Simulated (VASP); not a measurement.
A run of VASP 6.6.1 is set up as follows.

File INCAR:

```
PREC = Accurate ; ENCUT = 500
EDIFF = 1E-6 ; ISMEAR = 0
SIGMA = 0.01 ; LREAL = False
LASPH = True ; NELM = 120
ALGO = Normal ; ISIF = 2
LWAVE = False ; LCHARG = False
GGA = PE ; IVDW = 13
NBANDS = 15 ; GGA_COMPAT = False
```

The input KPOINTS:

```
Automatic mesh
0
Gamma
  6 6 6
```

POSCAR

```
BaS
1.0
    0.0000000000      3.2043605431      3.2043605431
    3.2043605431      0.0000000000      3.2043605431
    3.2043605431      3.2043605431      0.0000000000
Ba S
1 1
Direct
    0.0000000000      0.0000000000      0.0000000000
    0.5000000000      0.5000000000      0.5000000000
```

Potentials or basis: VASP PAW PBE potentials, release 64 (Ba_sv, S).

Run with:

```sh
$ cat potpaw_PBE.64/Ba_sv/POTCAR potpaw_PBE.64/S/POTCAR > POTCAR
$ mpirun -np 1 vasp_std > vasp.out
```

(1) Predict the pressure.

(2) Estimate the dispersion energy per atom.

Results:

(1) -0.2 GPa.

(2) -0.232 eV.

Caveat: spin-orbit coupling is left out, which moves the levels of the heavy elements.

**The experiment to reproduce.**

From a printed reference work, monograph, original work of 1988, for a bulk crystal of BaS at 2 K: band gap 3.806 eV (indirect).

Measured gap of BaS: 3.806 eV (indirect; 2 K; a printed reference work, monograph, original work of 1988). This calculation gives 2.12 eV (-1.68 eV). Spin-orbit coupling on Ba is left out. The value is that of PBE+D4 on a finite k mesh, which can miss the band edges, without temperature or zero-point motion. Semilocal functionals fall short of measured gaps as a rule.
